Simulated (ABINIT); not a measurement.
# CdSe (Cadmoselite) (P6_3mc) in ABINIT: reference runs

How does CdSe (Cadmoselite) come out in PBE? The cell is run as given and disturbed.

All numbers are computed with ABINIT 10.8.3 (patched build); they aren't measurements. Logs are shortened: lines on timing, memory, paths and dates and some standing lists are left out, and cuts for length are marked. The log counts tension as positive stress, the text compression.

**The experiment to reproduce.**

A printed reference work, data compilation reports, for a bulk crystal of CdSe at 2 K: band gap 1.841 eV.

The runs below are set against these values where they give the same quantity.

**1. The structure**

The structure is hexagonal, space group P6_3mc (No. 186). Conventional cell: a = 4.300 Å, b = 4.300 Å, c = 7.020 Å, α = 90.00°, β = 90.00°, γ = 120.00°. Cd (site symmetry 3m) has 4 Se at 2.61 to 2.70 Å as nearest neighbours. Around Se (site symmetry 3m) lie 4 Cd at 2.61 to 2.70 Å.

**2. Single point, PBE**

run.abi reads:

```
# Pseudopotentials
pp_dirpath "./"
pseudos "Cd.GGA_PBE-JTH.xml, Se.GGA_PBE-JTH.xml"

# Structure
acell 8.1258223359 8.1258223359 13.2658773949
rprim
     1.0000000000     0.0000000000     0.0000000000
    -0.5000000000     0.8660254038     0.0000000000
     0.0000000000     0.0000000000     1.0000000000
ntypat 2
znucl 48 34
natom 4
typat 1 1 2 2
xred
     0.6666666667     0.3333333333     0.5000000000
     0.3333333333     0.6666666667     0.0000000000
     0.6666666667     0.3333333333     0.8850000000
     0.3333333333     0.6666666667     0.3850000000

# Plane-wave basis
ecut 598.650497 eV
pawecutdg 44.0

# k points
kptopt 1
ngkpt 7 7 4
nshiftk 1
shiftk 0.0 0.0 0.0

# Exchange and correlation
ixc 11

# Bands and occupations
nband 22
occopt 3
tsmear 0.05 eV

# SCF cycle
nstep 100
tolvrs 1.0e-9

# Output
iomode 3
prtwf 0
prteig 0
prtebands 0
enunit 1
prtvol 2
prtden 1
prtvha 1
prtvclmb 1
prtpot 1
```

Potentials or basis: JTH PAW PBE v2.0.

Command:

```sh
$ abinit run.abi > log 2>&1
```

run.abo:

```text
.Version 10.8.3 of ABINIT
 Symmetries : space group P6_3 m c (#186); Bravais hP (primitive hexag.)
================================================================================
 Values of the parameters that define the memory need of the present run
     intxc =       0    ionmov =       0      iscf =      17    lmnmax =      18
     lnmax =       6     mgfft =      60  mpssoang =       3    mqgrid =    3962
     natom =       4  nloc_mem =       2    nspden =       1   nspinor =       1
    nsppol =       1      nsym =      12    n1xccc =       1    ntypat =       2
    occopt =       3   xclevel =       2
       mpw =        3779          nfft =       77760          nkpt =          24
 PAW method is used; the additional fine FFT grid is defined by:
   mgfftf=        80    nfftf =    200000
================================================================================
================================================================================

--------------------------------------------------------------------------------
------------- Echo of variables that govern the present computation ------------
--------------------------------------------------------------------------------
 -outvars: echo values of preprocessed input variables --------
            acell      8.1258223359E+00  8.1258223359E+00  1.3265877395E+01 Bohr
              amu      1.12411000E+02  7.89600000E+01
             ecut      2.20000000E+01 Hartree
           enunit           1
              ixc          11
         kptrlatt        7    0    0      0    7    0      0    0    4
          kptrlen      5.30635096E+01
            natom           4
            nband          22
            ngfft          36      36      60
          ngfftdg          50      50      80
             nkpt          24
            nstep         100
             nsym          12
           ntypat           2
           occopt           3
        pawecutdg      4.40000000E+01 Hartree
         pawxcdev           0
        prtebands           0
           prteig           0
           prtpot           1
         prtvclmb           1
           prtvha           1
           prtvol           2
            prtwf           0
            rprim      1.0000000000E+00  0.0000000000E+00  0.0000000000E+00
                      -5.0000000000E-01  8.6602540380E-01  0.0000000000E+00
                       0.0000000000E+00  0.0000000000E+00  1.0000000000E+00
          spgroup         186
           tolvrs      1.00000000E-09
           tsmear      1.83746611E-03 Hartree
            typat      1  1  2  2
           useylm           1
           xangst      2.1499999985E+00  1.2413030779E+00  3.5099999976E+00
                      -7.2173861714E-17  2.4826061559E+00  0.0000000000E+00
                       2.1499999985E+00  1.2413030779E+00  6.2126999958E+00
[... 359 lines left out ...]
 -10.69974  -10.69974   -6.30471   -6.30471   -6.28000   -6.28000   -6.13728   -6.13728
  -6.04756   -6.04756   -5.82029   -5.82029   -2.33111   -2.33111   -0.20032   -0.20032
   0.27282    0.27282    5.07142    5.07142    6.61236    6.61236
 kpt#  23, nband= 22, wtk=  0.03061, kpt=  0.4286  0.1429  0.5000 (reduced coord)
 -10.65541  -10.65541   -6.28575   -6.28575   -6.27222   -6.27222   -6.10825   -6.10825
  -6.04742   -6.04742   -5.70215   -5.70215   -2.70736   -2.70736   -0.42495   -0.42495
   0.34513    0.34513    4.89164    4.89164    6.60180    6.60180
 kpt#  24, nband= 22, wtk=  0.03061, kpt=  0.2857  0.2857  0.5000 (reduced coord)
 -10.64526  -10.64526   -6.27814   -6.27814   -6.25963   -6.25963   -6.11047   -6.11047
  -6.06486   -6.06486   -5.66485   -5.66485   -2.61406   -2.61406   -0.85758   -0.85758
   0.39778    0.39778    5.25178    5.25178    7.24668    7.24668
 Total charge density [el/Bohr^3]
)     Maximum=    7.6026E-01  at reduced coord.    0.6800    0.3400    0.5000
)Next maximum=    7.6026E-01  at reduced coord.    0.6600    0.3400    0.5000
)     Minimum=   -1.5776E-02  at reduced coord.    0.3200    0.6600    0.3875
)Next minimum=   -1.5776E-02  at reduced coord.    0.3400    0.6600    0.3875
   Integrated=    3.6000E+01

--- !EnergyTerms
iteration_state     : {dtset: 1, }
comment             : Components of total free energy in Hartree
kinetic             :  3.24920817342189E+01
hartree             :  2.98431476349610E+01
xc                  : -1.90579438763346E+01
Ewald energy        : -8.17469325270004E+01
psp_core            :  5.41282185976146E+00
local_psp           : -9.00399797453466E+01
PAW spherical_terms :  8.74675453927627E+00
internal            : -1.14350050380464E+02
'-kT*entropy'       : -5.85931293506742E-07
total_energy        : -1.14350050966395E+02
total_energy_eV     : -3.11162340409419E+03
...

--- !EnergyTermsDC
iteration_state     : {dtset: 1, }
comment             : '"Double-counting" decomposition of free energy'
band_energy         : -6.35526490125333E+00
Ewald energy        : -8.17469325270004E+01
psp_core            :  5.41282185976146E+00
xc_dc               : -3.39226370581860E+01
PAW spherical_terms :  2.26195910588242E+00
internal            : -1.14350053520796E+02
'-kT*entropy'       : -5.85931293506742E-07
total_energy_dc     : -1.14350054106727E+02
total_energy_dc_eV  : -3.11162348954698E+03
...

--- !EnergyTermsWithPAWCore
iteration_state     : {dtset: 1, }
comment             : 'Components of total free energy, including PAW core contributions'
Total energy        : -1.60496301696897E+04
Total energy DC     : -1.60496301728300E+04
Total energy (eV)   : -4.36732685652576E+05
Total energy DC (eV): -4.36732685738029E+05
...

 Cartesian components of stress tensor (hartree/bohr^3)
  sigma(1 1)= -1.27681737E-04  sigma(3 2)=  0.00000000E+00
  sigma(2 2)= -1.27681738E-04  sigma(3 1)=  0.00000000E+00
  sigma(3 3)= -5.79083182E-05  sigma(2 1)=  0.00000000E+00

-Cartesian components of stress tensor (GPa)         [Pressure=  3.0723E+00 GPa]
- sigma(1 1)= -3.75652641E+00  sigma(3 2)=  0.00000000E+00
- sigma(2 2)= -3.75652641E+00  sigma(3 1)=  0.00000000E+00
- sigma(3 3)= -1.70372154E+00  sigma(2 1)=  0.00000000E+00

== END DATASET(S) ==============================================================
================================================================================

 -outvars: echo values of variables after computation  --------
            acell      8.1258223359E+00  8.1258223359E+00  1.3265877395E+01 Bohr
           etotal     -1.1435005411E+02
            fcart      5.3019032154E-28  2.2957914364E-28  5.5342276673E-03
                      -5.3019032154E-28 -3.8263190607E-28  5.5342276673E-03
                      -2.6509516077E-28  7.6526381214E-29 -5.5342276673E-03
                       2.6509516077E-28  7.6526381214E-29 -5.5342276673E-03
            rprim      1.0000000000E+00  0.0000000000E+00  0.0000000000E+00
                      -5.0000000000E-01  8.6602540380E-01  0.0000000000E+00
                       0.0000000000E+00  0.0000000000E+00  1.0000000000E+00
           strten     -1.2768173732E-04 -1.2768173757E-04 -5.7908318217E-05
                       0.0000000000E+00  0.0000000000E+00  0.0000000000E+00
           xangst      2.1499999985E+00  1.2413030779E+00  3.5099999976E+00
                      -7.2173861714E-17  2.4826061559E+00  0.0000000000E+00
                       2.1499999985E+00  1.2413030779E+00  6.2126999958E+00
                      -7.2173861714E-17  2.4826061559E+00  2.7026999982E+00
             xred      6.6666666667E-01  3.3333333333E-01  5.0000000000E-01
                       3.3333333333E-01  6.6666666667E-01  0.0000000000E+00
                       6.6666666667E-01  3.3333333333E-01  8.8500000000E-01
                       3.3333333333E-01  6.6666666667E-01  3.8500000000E-01
 Calculation completed.
```

Wall time 62 s (1 thread of AMD EPYC 9R14 (Zen 4), shared host); peak memory 0.22 GiB.

Results:

```
Free energy                                           : -3111.6235 eV
Pressure                                              : 3.1 GPa
Largest force                                         : 0.285 eV/Å
Band gap on the k mesh                                : 0.69 eV, direct
Valence electrons inside the program's atomic spheres : Cd 10.46; Se 3.97
```

Forces in eV/Å, atoms in the order of the input:
```
Cd   0.000  0.000  0.285
Cd   0.000  0.000  0.285
Se   0.000  0.000 -0.285
Se   0.000  0.000 -0.285
```

**3. Single point, PBE (atoms moved at random, drawn with an rms of 0.05 Å)**

run.abi reads:

```
pp_dirpath "./"
pseudos "Cd.GGA_PBE-JTH.xml, Se.GGA_PBE-JTH.xml"

acell 3*1.0 Angstrom
rprim
     4.3000000000     0.0000000000     0.0000000000
    -2.1500000000     3.7239092363     0.0000000000
     0.0000000000     0.0000000000     7.0200000000
ntypat 2
znucl 48 34
natom 4
typat 1 1 2 2
xred
     0.6672760000     0.3314140000     0.5001450000
     0.3390840000     0.6799250000     0.0004670000
     0.6741330000     0.3274550000     0.8799150000
     0.3272760000     0.6622990000     0.3841000000
chkprim 0
chksymtnons 0
tolsym 1.0e-6

ecut 22.0
pawecutdg 44.0

kptopt 1
ngkpt 7 7 4
nshiftk 1
shiftk 0.0 0.0 0.0

ixc 11

nband 22
occopt 3
tsmear 0.00183747

nstep 100
tolvrs 1.0e-9

iomode 3
prtwf 0
prteig 0
prtebands 0
enunit 1
prtden 1
prtvha 1
prtvclmb 1
prtpot 1
```

Potentials or basis: JTH PAW PBE v2.0.

Command:

```sh
$ abinit run.abi > log 2>&1
```

run.abo:

```text
.Version 10.8.3 of ABINIT
 Symmetries : space group P1 (#  1); Bravais aP (primitive triclinic)
================================================================================
 Values of the parameters that define the memory need of the present run
     intxc =       0    ionmov =       0      iscf =      17    lmnmax =      18
     lnmax =       6     mgfft =      60  mpssoang =       3    mqgrid =    3962
     natom =       4  nloc_mem =       2    nspden =       1   nspinor =       1
    nsppol =       1      nsym =       1    n1xccc =       1    ntypat =       2
    occopt =       3   xclevel =       2
       mpw =        3779          nfft =       77760          nkpt =          99
 PAW method is used; the additional fine FFT grid is defined by:
   mgfftf=        80    nfftf =    200000
================================================================================
================================================================================

--------------------------------------------------------------------------------
------------- Echo of variables that govern the present computation ------------
[... 280 lines left out ...]

 -outvars: echo values of variables after computation  --------
            acell      1.8897261259E+00  1.8897261259E+00  1.8897261259E+00 Bohr
           etotal     -1.1434957512E+02
            fcart     -2.6098073421E-03 -1.2396484078E-03  3.3531498999E-03
                       4.0020334100E-03 -7.9336653598E-03  4.9085348317E-03
                      -4.5479444955E-03  8.0127345191E-03 -1.9843016437E-03
                       3.1557184276E-03  1.1605792485E-03 -6.2773830879E-03
            rprim      4.3000000000E+00  0.0000000000E+00  0.0000000000E+00
                      -2.1500000000E+00  3.7239092363E+00  0.0000000000E+00
                       0.0000000000E+00  0.0000000000E+00  7.0200000000E+00
           strten     -1.0298128794E-04 -1.4198621159E-04 -7.2834702570E-05
                       1.7340431092E-05 -2.7226043363E-06 -2.4067506549E-05
           xangst      2.1567467000E+00  1.2341556556E+00  3.5110179000E+00
                      -3.7775500000E-03  2.5319789875E+00  3.2783400000E-03
                       2.1947436500E+00  1.2194126990E+00  6.1770033000E+00
                      -1.6656050000E-02  2.4663413633E+00  2.6963820000E+00
             xred      6.6727600000E-01  3.3141400000E-01  5.0014500000E-01
                       3.3908400000E-01  6.7992500000E-01  4.6700000000E-04
                       6.7413300000E-01  3.2745500000E-01  8.7991500000E-01
                       3.2727600000E-01  6.6229900000E-01  3.8410000000E-01
 Calculation completed.
```

Run time: 4.2 min. Hardware: 1 thread of AMD EPYC 9R14 (Zen 4), shared host; peak memory 0.39 GiB.

What came out:

```
Free energy                                           : -3111.6105 eV
Pressure                                              : 3.1 GPa
Largest force                                         : 0.522 eV/Å
Band gap on the k mesh                                : 0.66 eV, direct
Valence electrons inside the program's atomic spheres : Cd 10.46, 10.45; Se 3.98
```

Forces on the atoms (eV/Å):
```
Cd  -0.134 -0.064  0.172
Cd   0.206 -0.408  0.252
Se  -0.234  0.412 -0.102
Se   0.162  0.060 -0.323
```

Stress tensor (GPa, compression positive):
```
 3.03  0.71  0.08
 0.71  4.18 -0.51
 0.08 -0.51  2.14
```

**4. Against experiment**

Step 2. Against the measured gap of CdSe, 1.841 eV (2 K; a printed reference work, data compilation), the calculated 0.69 eV is off by -1.15 eV. So large a miss can be the level of theory's own, or it may mean another phase, state or a wrong row. Spin-orbit coupling on Cd, Se is left out. The value is that of PBE, without temperature or zero-point motion. Semilocal functionals fall short of measured gaps as a rule.
